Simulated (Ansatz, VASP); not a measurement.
## Al2Pt: VASP beside Ansatz

INCAR

```
  PREC = Accurate
  ENCUT = 520
  EDIFF = 1E-8
  ISMEAR = -1
  SIGMA = 0.08
  LREAL = F
  LASPH = T
  NELM = 60
  ALGO = Normal
  ISIF = 2
  LWAVE = F
  LCHARG = F
  LEFG = T
  NBANDS = 15
```

Contents of KPOINTS:

```
Automatic mesh
0
Gamma
  12 12 12
```

File POSCAR:

```
Al2Pt
1.0
    0.0000000000      2.9648173479      2.9648173479
    2.9648173479      0.0000000000      2.9648173479
    2.9648173479      2.9648173479      0.0000000000
Al Pt
2 1
Direct
    0.2500000000      0.2500000000      0.2500000000
    0.7500000000      0.7500000000      0.7500000000
    0.0000000000      0.0000000000      0.0000000000
```

Input for Ansatz:

```yaml
crystal:
  lattice:
    - [0.0, 2.9648173479, 2.9648173479]
    - [2.9648173479, 0.0, 2.9648173479]
    - [2.9648173479, 2.9648173479, 0.0]
  atoms:
    - { symbol: Al, position: [0.25, 0.25, 0.25] }
    - { symbol: Al, position: [0.75, 0.75, 0.75] }
    - { symbol: Pt, position: [0.0, 0.0, 0.0] }
kpoints:
  mp_grid: { grid: [12, 12, 12] }
scf:
  occupations: { method: fermi_dirac, width: 0.08 }
hamiltonian:
  xc: lda
  pseudopotentials: { kind: all_electron, datasets: crystal }
output:
  forces: true
  stress: true
  eigenvalues: true
  efg: { contact_densities: true }
```

Change from the starting cell: volume scaled by 1.01, crystal datasets.

Alike in both runs: task electric field gradients; functional LDA; k mesh 12 × 12 × 12; occupations fermi-dirac, width 0.08 eV; no spin polarisation.

```csv
,VASP,Ansatz
version,VASP 6.6.1,Ansatz 0.2.0
potentials or method,"VASP PAW LDA potentials, release 64 (Al, Pt)","all-electron PAW with datasets made for the crystal, scalar-relativistic"
plane-wave cutoff (eV),520,see its input
```

VASP gave:

* pressure (GPa): -4.9
* Vzz of the field gradient on the site that differs most (V/Å²): 0.0

Task: Estimate Ansatz's values.

Result: Pressure (GPa): -5.2; Vzz of the field gradient on the site that differs most (V/Å²): 0.0.

Ansatz ran all-electron here, so the differences hold the error of VASP's frozen core and of both bases. Ansatz warned: «gradients_without_spin_orbit».

Spin-orbit coupling is left out, which matters for the levels of Pt.
